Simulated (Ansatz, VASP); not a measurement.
## Two plane-wave programs on Cr

File INCAR:

```
PREC = Accurate ; ENCUT = 520
EDIFF = 1E-7 ; ISMEAR = 0
SIGMA = 0.15 ; LREAL = F
LASPH = T ; NELM = 80
ALGO = Fast ; ISIF = 2
LWAVE = F ; LCHARG = F
GGA = PS ; NBANDS = 12
```

File KPOINTS:

```
Automatic mesh
0
Gamma
  26 26 26
```

File POSCAR:

```
Cr
1.0
   -1.4617051946      1.4617051946      1.4032369868
    1.4617051946     -1.4617051946      1.4032369868
    1.4617051946      1.4617051946     -1.4032369868
Cr
1
Direct
    0.0000000000      0.0000000000      0.0000000000
```

Input for Ansatz:

```yaml
crystal:
  lattice:
    - [-1.4617051946, 1.4617051946, 1.4032369868]
    - [1.4617051946, -1.4617051946, 1.4032369868]
    - [1.4617051946, 1.4617051946, -1.4032369868]
  atoms:
    - { symbol: Cr, position: [0.0, 0.0, 0.0] }
basis:
  ecutwfc: 420
kpoints:
  mp_grid: { grid: [26, 26, 26] }
hamiltonian:
  xc: pbesol
scf:
  occupations: { method: gaussian, width: 0.15 }
output:
  forces: true
  stress: true
  eigenvalues: true
```

Alike in both runs: task single point; functional PBEsol; k mesh 26 × 26 × 26; occupations gaussian, width 0.15 eV; no spin polarisation.

```csv
,VASP,Ansatz
version,VASP 6.6.1,Ansatz 0.2.0
potentials or method,"VASP PAW PBE potentials, release 64 (Cr_pv)","scalar-relativistic, plane waves, PAW"
plane-wave cutoff (eV),520,420
valence electrons in the cell,12,14
```

|  | VASP | Ansatz | Ansatz less VASP |
| --- | --- | --- | --- |
| gap on the k mesh at the Fermi level (eV) | none | none | - |
| pressure (GPa) | -17.9 | -17.4 | +0.53 |
| largest component of the traceless stress (GPa) | 8.67 | 8.74 | +0.069 |

A gap of «none» marks a metal or a gap that the smearing closes. The two sets of potentials don't hold the same shells in valence.

Caveats: so large a pressure means that the cell lies far from this level's equilibrium, or that cutoff or potentials fall short (VASP); the potentials were made for another functional, which shifts forces and pressure (VASP); the run has no spin polarisation, though such a crystal can be magnetic. Spin polarisation is off, so any magnetic state and its effect on volume and gap are missing.
